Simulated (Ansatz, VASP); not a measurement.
One calculation of Co, two programs

The input POSCAR:

```
Co
1.0
    2.6874071017      0.0000000000      0.0000000000
    0.0000000000      2.6874071017      0.0000000000
    0.0000000000      0.0000000000      2.6874071017
Co
2
Direct
    0.0000000000      0.0000000000      0.0000000000
    0.5000000000      0.5000000000      0.5000000000
```

File INCAR.step1:

```
SYSTEM = Co
  ALGO = Normal
  EDIFF = 1E-4
  ENCUT = 520
  GGA = PE
  ISMEAR = -1
  ISPIN = 2
  LASPH = .True.
  LCHARG = .False.
  LMAXMIX = 4
  LREAL = .False.
  LWAVE = .True.
  MAGMOM = -2.01 -2.01
  NBANDS = 20
  NELM = 150
  PREC = Accurate
  SIGMA = 0.05
```

INCAR.step2

```
SYSTEM = Co
  ALGO = Normal
  EDIFF = 1E-7
  ENCUT = 520
  ISIF = 2
  ISMEAR = -1
  ISPIN = 2
  ISTART = 1
  LASPH = .True.
  LCHARG = .False.
  LMAXMIX = 4
  LMIXTAU = .True.
  LORBIT = 11
  LREAL = .False.
  LWAVE = .False.
  MAGMOM = -2.01 -2.01
  METAGGA = R2SCAN
  NBANDS = 20
  NELM = 150
  PREC = Accurate
  SIGMA = 0.05
```

KPOINTS

```
k-points
0
Gamma
  13 13 13
  0 0 0
```

Input for Ansatz:

```yaml
crystal:
  lattice:
    - [2.6874071017, 0.0, 0.0]
    - [0.0, 2.6874071017, 0.0]
    - [0.0, 0.0, 2.6874071017]
  atoms:
    - { symbol: Co, position: [0.0, 0.0, 0.0], spin: -2.01 }
    - { symbol: Co, position: [0.5, 0.5, 0.5], spin: -2.01 }
hamiltonian:
  xc: r2scan
  pseudopotentials:
    kind: paw
    azcp:
      Co: "pseudopotentials/Co.paw.azcp"
basis:
  ecutwfc: 500
  fft_grid_basis: typed
kpoints:
  mp_grid: { grid: [13, 13, 13], shift: [0, 0, 0] }
magnetization:
  spin_polarized: true
scf:
  occupations: { method: fermi_dirac, width: 0.05 }
  lower_state_search: "off"
output:
  stress: true
  write_density: true
  write_potential: true
  elf: true
  volumetric_format: npy
```

Alike in both runs: task single point; functional r2SCAN; k mesh 13 × 13 × 13; occupations fermi-dirac, width 0.05 eV; collinear spin.

```csv
,VASP,Ansatz
version,VASP 6.6.1,Ansatz 0.2.0
potentials or method,"VASP PAW PBE potentials, release 64 (Co)","plane waves (500 eV) with PAW, scalar-relativistic"
plane-wave cutoff (eV),520,500
valence electrons in the cell,18,34
```

```tsv
	VASP	Ansatz	Ansatz less VASP
net moment per atom (μB)	1.81	1.82	+0.009
size of the moment on the site where the two differ most (μB)	1.85	1.93	+0.078
```

Site moments also hang on the region over which each program counts them. The two sets of potentials don't hold the same shells in valence. Ansatz warned: «stability_check_not_made».
